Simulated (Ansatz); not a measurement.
Write the native input for Ansatz 0.2.0 that does the following.

- Task: single point
- Functional: PBEsol
- Potentials or basis: Ansatz PAW
- Cutoff: 420 eV (not typed: the program's choice for these potentials)
- k mesh: 7 × 7 × 7
- Occupations: fermi-dirac, width 0.05 eV
- Spin: collinear spin, program default start
- Fixed moment: 0 μB

Crystal: Yb.

```
Yb
1.0
     0.00000    2.74310    2.74310
     2.74310    0.00000    2.74310
     2.74310    2.74310    0.00000
Yb
1
Direct
  0.00000 0.00000 0.00000
```

These files were run (other wordings do the same):

input.yaml

```yaml
crystal:
  lattice:
    - [0.0, 2.7431, 2.7431]
    - [2.7431, 0.0, 2.7431]
    - [2.7431, 2.7431, 0.0]
  atoms:
    - { symbol: Yb, position: [0.0, 0.0, 0.0] }
hamiltonian:
  xc: pbesol
  pseudopotentials: { kind: paw }
magnetization:
  spin_polarized: true
  initial_magnetization: 0.0
  spin_locking: { lock_magnetization: hard }
kpoints:
  mp_grid: { grid: [7, 7, 7] }
scf:
  occupations: { method: fermi_dirac, width: 0.05 }
  lower_state_search: "off"
output:
  forces: true
  stress: true
  eigenvalues: true
```

Potentials or basis: Ansatz PAW.

Launch:

```sh
$ ansatz run input.yaml --threads 2 --pin off --max-ram 5632MiB --backend cpu --events-out ev --progress --plain --runs-dir out
```

Results of the run:

```
Pressure        : -3.3 GPa
Net moment      : 0.00 μB per cell
Absolute moment : 0.00 μB per cell
```

Caveat: spin-orbit coupling is left out, which moves the levels of the heavy elements; the total moment is fixed, so each spin has its own Fermi level; the PAW data sets come from PBE, with cores solved anew for the run's functional, which leaves a small shift of forces and pressure; the thresholds are loose for stress.

Run time: 0.94 s on 2 threads of Intel(R) Xeon(R) Platinum 8488C (Sapphire Rapids), with other jobs on the host, peak memory 0.32 GiB.
